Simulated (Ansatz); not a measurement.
# Bi (hcp)

Computed with Ansatz (plane waves, PAW, 420 eV cutoff): PBE, scalar-relativistic, no spin polarisation, Γ-centred 14×14×8 mesh, 0.05 eV Gaussian smearing; PAW files: Ansatz's generated set soft_2.

```cif
data_structure
_symmetry_space_group_name_H-M 'P 1'
_symmetry_Int_Tables_number 1
_cell_length_a 3.5464
_cell_length_b 3.5464
_cell_length_c 5.8254
_cell_angle_alpha 90.000
_cell_angle_beta 90.000
_cell_angle_gamma 120.000
_cell_volume 63.45
loop_
_atom_site_label
_atom_site_type_symbol
_atom_site_fract_x
_atom_site_fract_y
_atom_site_fract_z
_atom_site_occupancy
Bi1 Bi 0.33333 0.66667 0.75000 1
Bi2 Bi 0.66667 0.33333 0.25000 1
```

At room temperature and ambient pressure Bi takes another structure.

Task: Which orbitals carry the states at the Fermi level, and how many states are there?

Result: Within 0.1 eV of it: Bi 6p 96 % (shares among the projected shells). The density of states at the Fermi level is about 1.3 states/eV per cell, averaged over 0.3 eV.

Density of states (tetrahedra, averaged over 0.3 eV; states/eV per cell of 2 atoms; energy in eV from the Fermi level):

```json
{"E (eV)": "-5.20", "DOS": "0.01"}
{"E (eV)": "-4.90", "DOS": "0.18"}
{"E (eV)": "-4.60", "DOS": "0.72"}
{"E (eV)": "-4.30", "DOS": "1.18"}
{"E (eV)": "-4.00", "DOS": "1.53"}
{"E (eV)": "-3.70", "DOS": "1.92"}
{"E (eV)": "-3.40", "DOS": "1.48"}
{"E (eV)": "-3.10", "DOS": "1.10"}
{"E (eV)": "-2.80", "DOS": "1.28"}
{"E (eV)": "-2.50", "DOS": "1.13"}
{"E (eV)": "-2.20", "DOS": "0.99"}
{"E (eV)": "-1.90", "DOS": "1.29"}
{"E (eV)": "-1.60", "DOS": "1.24"}
{"E (eV)": "-1.30", "DOS": "1.12"}
{"E (eV)": "-1.00", "DOS": "1.25"}
{"E (eV)": "-0.70", "DOS": "1.22"}
{"E (eV)": "-0.40", "DOS": "1.20"}
{"E (eV)": "-0.10", "DOS": "1.25"}
{"E (eV)": "0.20", "DOS": "1.40"}
{"E (eV)": "0.50", "DOS": "1.63"}
{"E (eV)": "0.80", "DOS": "1.64"}
{"E (eV)": "1.10", "DOS": "1.62"}
{"E (eV)": "1.40", "DOS": "1.57"}
{"E (eV)": "1.70", "DOS": "1.68"}
{"E (eV)": "2.00", "DOS": "1.66"}
{"E (eV)": "2.30", "DOS": "1.93"}
{"E (eV)": "2.60", "DOS": "1.83"}
{"E (eV)": "2.90", "DOS": "1.31"}
{"E (eV)": "3.20", "DOS": "1.10"}
{"E (eV)": "3.50", "DOS": "0.81"}
{"E (eV)": "3.80", "DOS": "0.63"}
{"E (eV)": "4.10", "DOS": "0.52"}
{"E (eV)": "4.40", "DOS": "0.45"}
{"E (eV)": "4.70", "DOS": "0.35"}
{"E (eV)": "5.00", "DOS": "0.27"}
```

These numbers lack spin–orbit coupling.
